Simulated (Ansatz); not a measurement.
# Polymorphs of Bi₆Te

All numbers below come from DFT PBE, scalar-relativistic, plane waves, PAW in Ansatz 0.2.0. All cells share a 420 eV cutoff and Γ-centred k meshes spaced at most about 0.3 Å⁻¹ (about 0.25 or finer for metals, 2π included). No spin polarisation.

Energies over the elements count from the elements' standard structures at the same level, with no fitted energy shifts.

All energies are static (0 K, no zero-point motion). The comparison covers the computed candidates alone. Spin–orbit coupling, which can matter for Bi and Te, is left out. The reference form of Te is held partly by dispersion forces, which this level lacks.

Invented guesses were relaxed alike, and ends that match in structure were merged. ΔE counts from the first row. Coordination counts Bi atoms around Te (those within 1.25 times the shortest such distance or 1.15 times the sum of covalent radii, 1.27 where that leaves under three; a plus sign parts nearer from farther groups; the shortest distance is added where it exceeds 1.18 times the sum of covalent radii). The ends were matched against large subsets of the Crystallography Open Database and the Materials Project, so a missing match doesn't prove that a structure is unreported.

```tsv
#	reached from	type and space group	atoms	Å³/atom	coordination	ΔE (meV/atom)	gap on mesh (eV)	in databases
1	a cell proposed by chemical analogy	R-3m (No. 166)	7	35.0	Te 6	0	0.00	no match
2	a cell proposed by chemical analogy	P-3m1 (No. 164)	7	35.1	Te 6+2	31	0.00	no match
3	random cell	P6/mmm (No. 191)	7	34.3	Te 6 from 3.4 Å	51	0.00	no match
4	Ti6O type (P-31m)	P-31m (No. 162)	7	34.5	Te 6	78	0.00	no match
5	random cell	R-3m (No. 166)	7	36.4	Te 6+6	190	0.00	no match
6	Zn6Mo type (Fm-3m)	Fm-3m (No. 225)	7	34.1	Te 12 from 3.5 Å	204	0.00	no match
```

The lowest: Space group R-3m (No. 166), trigonal, a = 4.606 Å, c = 40.007 Å. Around Bi on its first site lie 6 Bi at 3.22–3.33 Å; around Bi on its second site lie 6 Bi at 3.23–3.33 Å; around Bi on its third site lie 3 Bi at 3.23 Å and 3 Te at 3.28 Å; Te has 6 Bi at 3.28 Å. Its energy over the elements is +0.01 eV/atom. The formation energy is too near zero to say whether this cell lies below the elements. An observed structure of this formula, if there is one, may be missing.

```cif
data_structure
_symmetry_space_group_name_H-M 'R-3m:H'
_symmetry_Int_Tables_number 166
_cell_length_a 4.6062
_cell_length_b 4.6062
_cell_length_c 40.0067
_cell_angle_alpha 90.000
_cell_angle_beta 90.000
_cell_angle_gamma 120.000
_cell_volume 735.12
loop_
_atom_site_label
_atom_site_type_symbol
_atom_site_symmetry_multiplicity
_atom_site_Wyckoff_symbol
_atom_site_fract_x
_atom_site_fract_y
_atom_site_fract_z
_atom_site_occupancy
Bi1 Bi 6 c 0.66667 0.33333 0.18945 1
Bi2 Bi 6 c 0.33333 0.66667 0.23963 1
Bi3 Bi 6 c 0.66667 0.33333 0.04810 1
Te1 Te 3 a 0.00000 0.00000 0.00000 1
```

The second: Space group P-3m1 (No. 164), trigonal, a = 4.465 Å, c = 14.234 Å. Bi on its first site is surrounded by 6 Bi at 3.23–3.35 Å; around Bi on its second site lie 6 Bi at 3.20–3.35 Å; Bi on its third site has 3 Bi at 3.23 Å and 3 Te at 3.32 Å; around Te lie 6 Bi at 3.32 Å and 2 Bi at 4.03 Å. Counting Bi atoms around Te, the first has Te 6 and the second has Te 6+2. Cells relaxed within their symmetry can be saddle points. Some structure types and database cells were kept out of the candidates from the start, so a known form may be missing.
